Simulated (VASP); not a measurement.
Here is a VASP 6.6.1 calculation.

File INCAR:

```
ALGO = Normal
EDIFF = 1E-6
EDIFFG = -0.02
ENCUT = 350
GGA = PE
IBRION = 2
ISIF = 2
ISMEAR = -1
LASPH = T
LCHARG = F
LREAL = F
LWAVE = F
NELM = 80
NSW = 40
PREC = Accurate
SIGMA = 0.05
```

File KPOINTS:

```
k-points
0
Gamma
  13 13 1
```

Contents of POSCAR:

```
Pt
1.0
    2.7746870094      0.0000000000      0.0000000000
    0.0000000000      2.7746870094      0.0000000000
    0.0000000000      0.0000000000     30.6960000000
Pt
9
Direct
    0.0000000000      0.0000000000      0.2443315090
    0.5000000000      0.5000000000      0.3082486317
    0.0000000000      0.0000000000      0.3721657545
    0.5000000000      0.5000000000      0.4360828772
    0.0000000000      0.0000000000      0.5000000000
    0.5000000000      0.5000000000      0.5639171228
    0.0000000000      0.0000000000      0.6278342455
    0.5000000000      0.5000000000      0.6917513683
    0.0000000000      0.0000000000      0.7556684910
```

Potentials or basis: VASP PAW PBE potentials, release 64 (Pt).

The run is started by

```sh
$ cat potpaw_PBE.64/Pt/POTCAR > POTCAR
$ mpirun -np 1 vasp_std > vasp.out
```

Question: Predict the energy gained by relaxing.

Answer: 7.2 meV/atom.

Question: Predict the band gap on the k mesh.

Answer: None (metal or under the smearing width).

The path:
```
step  energy change (eV)  largest force (eV/Å)  pressure (GPa)
   1              0.0000                0.3170            1.98
   2             -0.0081                0.1425            1.92
   3             -0.0118                0.2397            1.87
   4             -0.0180                0.2321            1.72
   5             -0.0328                0.2103            1.29
   6             -0.0465                0.2791            0.48
   7             -0.0545                0.1850            0.20
   8             -0.0628                0.0684           -0.29
   9             -0.0568                0.2974           -1.18
  10             -0.0641                0.0737           -0.55
  11             -0.0641                0.0821           -0.58
  12             -0.0646                0.0621           -0.68
  13             -0.0650                0.0330           -0.83
  14             -0.0651                0.0309           -0.88
  15             -0.0652                0.0085           -0.87
```

Spin-orbit coupling is left out, which matters for the levels of Pt.
